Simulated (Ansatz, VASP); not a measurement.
# One calculation of NaF (Villiaumite), two programs

```
Na F
1.0
     0.00000    2.32000    2.32000
     2.32000    0.00000    2.32000
     2.32000    2.32000    0.00000
Na F
1 1
Direct
  0.00000 0.00000 0.00000
  0.50000 0.50000 0.50000
```

Alike in both runs: task relaxation of cell and atoms; functional PBEsol; k mesh 8 × 8 × 8; occupations gaussian, width 0.02 eV; no spin polarisation.

```csv
,VASP,Ansatz
version,VASP 6.6.1,Ansatz 0.2.0
potentials or method,"VASP PAW PBE potentials, release 64 (Na_pv, F)","scalar-relativistic, plane waves, PAW"
plane-wave cutoff (eV),600,420
valence electrons in the cell,14,16
```

VASP gave:

```
gap on the k mesh at the Fermi level, each at its own relaxed structure (eV) : 6.18
relaxed volume (Å³/atom)                                                     : 12.39
relaxed cell length with the largest relative difference (Å)                 : 3.273
```

Task: Which values does Ansatz return?

Result: gap on the k mesh at the Fermi level, each at its own relaxed structure (eV): 6.19; relaxed volume (Å³/atom): 12.41; relaxed cell length with the largest relative difference (Å): 3.274.

The two sets of potentials don't hold the same shells in valence.

Caveats: the PAW data sets were made with another functional, which shifts forces and pressure a little (VASP). A hybrid or GW would open this gap; PBEsol tends to underestimate it.
